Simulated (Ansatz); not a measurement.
# TiC (CsCl type): the cost of one run

Computed with Ansatz 0.2.0 (DFT PBE, with the methods named in each step, unless a step's input says otherwise).

### 1 Starting point

It takes space group Pm-3m (No. 221, cubic). The conventional cell has a = 2.711 Å, b = 2.711 Å, c = 2.711 Å, α = 90.00°, β = 90.00°, γ = 90.00°. Ti (site symmetry m-3m) is surrounded by 8 C at 2.35 Å. C (site symmetry m-3m) is surrounded by 8 Ti at 2.35 Å.

Coordinates:

```
Ti C
1.0
     2.71126    0.00000    0.00000
     0.00000    2.71126    0.00000
     0.00000    0.00000    2.71126
Ti C
1 1
Cartesian
  0.0000 0.0000 0.0000
  1.3556 1.3556 1.3556
```

Whether this phase is the stable one at these pressures isn't tested.

Atoms are numbered in the order of the input: Ti1, C2.

### 2 The reference volume, LAPW

Input file input.yaml:

```yaml
crystal:
  lattice:
    - [2.7112596127, 0.0, 0.0]
    - [0.0, 2.7112596127, 0.0]
    - [0.0, 0.0, 2.7112596127]
  atoms:
    - { symbol: Ti, position: [0.0, 0.0, 0.0] }
    - { symbol: C, position: [0.5, 0.5, 0.5] }
kpoints:
  mp_grid: { grid: [14, 14, 14] }
  band_path:
    path:
      - [0.0, 0.0, 0.0]
      - [0.0, 0.5, 0.0]
      - [0.5, 0.5, 0.0]
      - [0.0, 0.0, 0.0]
      - [0.5, 0.5, 0.5]
      - [0.0, 0.5, 0.0]
      - [0.5, 0.5, 0.5]
      - [0.5, 0.5, 0.0]
    npoints: 14
scf:
  occupations: { method: fermi_dirac, width: 0.08 }
hamiltonian:
  xc: pbe
  pseudopotentials: { kind: all_electron, lapw: { basis_error: 0.001 } }
output:
  forces: true
  stress: true
  eigenvalues: true
  populations: true
  dos: { projected: true, de: 0.2, e_range: [-14, 8] }
```

Command:

```console
$ ansatz run input.yaml --threads 1 --pin off --max-ram 2048MiB --backend cpu --events-out ev --progress --plain --runs-dir out
```

**Question.** How long does this run take on 1 thread of Intel Xeon 6975P-C (Granite Rapids), shared host, and how much memory does it need?

About 7.4 s, with a peak of 0.39 GiB.
